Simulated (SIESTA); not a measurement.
**NaCl under changes of volume**

One of the cells (21.813 Å³/atom); the others are scaled copies at fixed shape and fractional positions:

```
Cl Na
1.0
     0.00000    2.79406    2.79406
     2.79406    0.00000    2.79406
     2.79406    2.79406    0.00000
Cl Na
1 1
Direct
  0.50000 0.50000 0.50000
  0.00000 0.00000 0.00000
```

The cell is a database's computed one.

| Quantity | Value |
| --- | --- |
| Program | SIESTA 5.4.2 |
| Functional | LDA |
| Potentials or basis | PseudoDojo 0.4 standard (LDA files) |
| Basis | DZP (energy shift 0.003 Ry; two zetas on semicore shells) |
| Grid cutoff | 800 Ry |
| Energy shift | 0.003 Ry |
| k mesh | 8 × 8 × 8 |
| Occupations | fermi-dirac, width 0.05 eV |
| Spin | no spin polarisation |

```csv
volume (Å³/atom),energy over the lowest point (meV/atom),pressure (GPa),gap on the mesh (eV)
20.504,0.00,0.1,5.19
20.940,?,?,?
21.376,2.94,-1.1,5.00
21.813,6.79,-1.7,4.91
22.249,11.97,-2.1,4.83
22.685,18.32,-2.5,4.75
23.121,25.72,-2.9,4.67
```

Problem. What does the run at 20.940 Å³/atom give?

Solution. Energy over the lowest point 0.61 meV/atom; pressure -0.5 GPa; gap on the mesh 5.09 eV.

Worked out: A Birch-Murnaghan fit of order 3 (a polynomial in V^(-2/3)) to the other rows has its minimum at 20.58 Å³/atom with B0 = V·E''(V) = 33 GPa and B' = 4.9. It gives 0.61 meV/atom at 20.940 Å³/atom, against the run's 0.61, and -dE/dV = -0.6 GPa, against -0.5. A straight line through the other rows of the gap, of slope -4.31 eV per unit of ln V (its deformation potential), gives 5.09 eV, against the run's 5.09.

Energies are extrapolated to zero smearing.

Caveats: the basis of atomic orbitals isn't converged, which shifts pressures, moduli and gaps.

A mesh can miss the band edges.
